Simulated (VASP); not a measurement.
Computed with PBEsol GGA, VASP's PBE PAW potentials (set 64) (plane waves; VASP 6.6.1).

Input for VASP

**POSCAR**
```
AlSb
1
    0.0000000000     3.0700000000     3.0700000000
    3.0700000000     0.0000000000     3.0700000000
    3.0700000000     3.0700000000     0.0000000000
Al Sb
1 1
Direct
  0.0000000000   0.0000000000   0.0000000000
  0.2500000000   0.2500000000   0.2500000000
```

KPOINTS:
```
kpoints
0
G
7 7 7
```

INCAR:
```
SYSTEM=AlSb
PREC=Accurate; ENCUT=400; LREAL=.False.
LASPH=.True.
EDIFF=1E-6; NELM=100; ALGO=Normal
LMAXMIX=4
ISMEAR=0; SIGMA=0.05
GGA=PS
IBRION=2; NSW=60; ISIF=3
EDIFFG=-0.01
LWAVE=.False.; LCHARG=.False.
```

POTCAR, in this order: Al Sb (PBE.64 set). Program: vasp_std.

The resulting files:

**OUTCAR**
```
 ion  position               nearest neighbor table
   1  0.000  0.000  0.000-   2 2.66   2 2.66   2 2.66   2 2.66
   2  0.250  0.250  0.250-   1 2.66   1 2.66   1 2.66   1 2.66
  LATTYP: Found a face centered cubic cell.
 ALAT       =     6.1400000000
 Subroutine PRICEL returns:
 Original cell was already a primitive cell.
 Subroutine GETGRP returns: Found 24 space group operations
The static configuration has the point symmetry T_d .
The dynamic configuration has the point symmetry T_d .
 Subroutine INISYM returns: Found 24 space group operations
 Subroutine IBZKPT returns following result:
 Found     20 irreducible k-points:

 Following reciprocal coordinates:
            Coordinates               Weight
  0.000000  0.000000  0.000000      1.000000
  0.142857  0.000000  0.000000      8.000000
  0.285714  0.000000  0.000000      8.000000
  0.428571  0.000000  0.000000      8.000000
  0.142857  0.142857  0.000000      6.000000
  0.285714  0.142857  0.000000     24.000000
  0.428571  0.142857  0.000000     24.000000
 -0.428571  0.142857  0.000000     24.000000
 -0.285714  0.142857  0.000000     24.000000
...
```

**OSZICAR**
```
       N       E                     dE             d eps       ncg     rms          rms(c)
DAV:   1     0.114269524521E+02    0.11427E+02   -0.23935E+03   320   0.566E+02
DAV:   2    -0.853827585447E+01   -0.19965E+02   -0.19140E+02   432   0.792E+01
DAV:   3    -0.898544740517E+01   -0.44717E+00   -0.44717E+00   408   0.152E+01
DAV:   4    -0.898805005414E+01   -0.26026E-02   -0.26026E-02   480   0.131E+00
DAV:   5    -0.898805499999E+01   -0.49459E-05   -0.49459E-05   432   0.550E-02    0.338E+00
DAV:   6    -0.889513296442E+01    0.92922E-01   -0.10786E-01   360   0.151E+00    0.208E+00
DAV:   7    -0.886104473338E+01    0.34088E-01   -0.10436E-01   384   0.162E+00    0.440E-01
DAV:   8    -0.886089945321E+01    0.14528E-03   -0.64398E-03   336   0.476E-01    0.107E-01
DAV:   9    -0.886102498978E+01   -0.12554E-03   -0.37212E-04   416   0.135E-01    0.256E-02
DAV:  10    -0.886103099359E+01   -0.60038E-05   -0.89001E-06   464   0.195E-02    0.160E-02
DAV:  11    -0.886104085388E+01   -0.98603E-05   -0.13398E-05   352   0.256E-02    0.299E-03
DAV:  12    -0.886104090531E+01   -0.51432E-07   -0.30221E-07   264   0.324E-03
   1 F= -.88610409E+01 E0= -.88610409E+01  d E =-.886104E+01
       N       E                     dE             d eps       ncg     rms          rms(c)
DAV:   1    -0.886699120703E+01   -0.59504E-02   -0.11675E-01   368   0.178E+00    0.275E-01
DAV:   2    -0.886378152578E+01    0.32097E-02   -0.60390E-03   336   0.454E-01    0.170E-01
DAV:   3    -0.886264377461E+01    0.11378E-02   -0.35670E-03   352   0.277E-01    0.421E-02
DAV:   4    -0.886258989436E+01    0.53880E-04   -0.11872E-04   360   0.735E-02    0.426E-02
DAV:   5    -0.886257310559E+01    0.16789E-04   -0.23127E-05   432   0.261E-02    0.164E-02
DAV:   6    -0.886257309419E+01    0.11394E-07   -0.80563E-07   216   0.679E-03
   2 F= -.88625731E+01 E0= -.88625731E+01  d E =-.153219E-02
       N       E                     dE             d eps       ncg     rms          rms(c)
DAV:   1    -0.886338986288E+01   -0.81676E-03   -0.11523E-02   368   0.561E-01    0.861E-02
DAV:   2    -0.886307708736E+01    0.31278E-03   -0.58207E-04   336   0.140E-01    0.525E-02
DAV:   3    -0.886296862575E+01    0.10846E-03   -0.35060E-04   352   0.868E-02    0.137E-02
DAV:   4    -0.886296418348E+01    0.44423E-05   -0.11625E-05   360   0.231E-02    0.137E-02
DAV:   5    -0.886296304133E+01    0.11422E-05   -0.21275E-06   272   0.807E-03    0.477E-03
DAV:   6    -0.886296308005E+01   -0.38715E-07   -0.14853E-07   160   0.307E-03
   3 F= -.88629631E+01 E0= -.88629631E+01  d E =-.192217E-02
```

File OUTCAR:
```
------------------------ aborting loop because EDIFF is reached ----------------------------------------
  FORCE on cell =-STRESS in cart. coord.  units (eV):
  Direction    XX          YY          ZZ          XY          YZ          ZX
  --------------------------------------------------------------------------------------
  Total        0.0010438      0.0010438      0.0010438      0.0000000      0.0000000      0.0000000
  in kB        0.0285011      0.0285011      0.0285011      0.0000000      0.0000000      0.0000000
  external PRESSURE =       0.0285011 kB  Pullay stress =       0.0000000 kB
  volume of cell :       58.68
      direct lattice vectors                 reciprocal lattice vectors
     0.000000000  3.084208468  3.084208468    -0.162116149  0.162116149  0.162116149
     3.084208468  0.000000000  3.084208468     0.162116149 -0.162116149  0.162116149
     3.084208468  3.084208468  0.000000000     0.162116149  0.162116149 -0.162116149
 POSITION                                       TOTAL-FORCE (eV/Angst)
 -----------------------------------------------------------------------------------
      0.00000      0.00000      0.00000         0.000000      0.000000      0.000000
      1.54210      1.54210      1.54210        -0.000000      0.000000     -0.000000
 -----------------------------------------------------------------------------------
    total drift:                               -0.000000     -0.000000     -0.000000
  FREE ENERGIE OF THE ION-ELECTRON SYSTEM (eV)
  ---------------------------------------------------
  free  energy   TOTEN  =        -8.8629630800 eV

  energy  without entropy=       -8.8629630800  energy(sigma->0) =       -8.86296308

 reached required accuracy - stopping structural energy minimisation
```
(Selected blocks of OUTCAR.)

CONTCAR:
```
AlSb
   1.00000000000000
     0.0000000000000000    3.0842084677267203    3.0842084677267203
     3.0842084677267203    0.0000000000000000    3.0842084677267203
     3.0842084677267203    3.0842084677267203    0.0000000000000000
  Al              Sb
     1     1
Direct
     0.0000000000000000    0.0000000000000000    0.0000000000000000
     0.2500000000000000    0.2500000000000000    0.2500000000000000
```

The compound is AlSb in the zinc blende structure. This run relaxes it. Symmetry was kept, so distortions that lower it aren't found.
